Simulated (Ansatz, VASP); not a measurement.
## Al in VASP and in Ansatz

```
CELL_PARAMETERS angstrom
-1.63175 1.63175 1.63175
1.63175 -1.63175 1.63175
1.63175 1.63175 -1.63175
ATOMIC_POSITIONS crystal
Al 0.00000 0.00000 0.00000
```

Alike in both runs: task single point; functional PBE; k mesh 22 × 22 × 22; occupations gaussian, width 0.15 eV; no spin polarisation.

|  | VASP | Ansatz |
| --- | --- | --- |
| version | VASP 6.6.1 | Ansatz 0.2.0 |
| potentials or method | VASP PAW PBE potentials, release 64 (Al) | scalar-relativistic, plane waves, PAW |
| plane-wave cutoff (eV) | 520 | 420 |
| valence electrons in the cell | 3 | 3 |

|  | VASP | Ansatz | Ansatz less VASP |
| --- | --- | --- | --- |
| gap on the k mesh at the Fermi level (eV) | none | none | - |
| pressure (GPa) | -1.7 | -1.7 | +0.02 |

A gap of «none» marks a metal or a gap that the smearing closes.
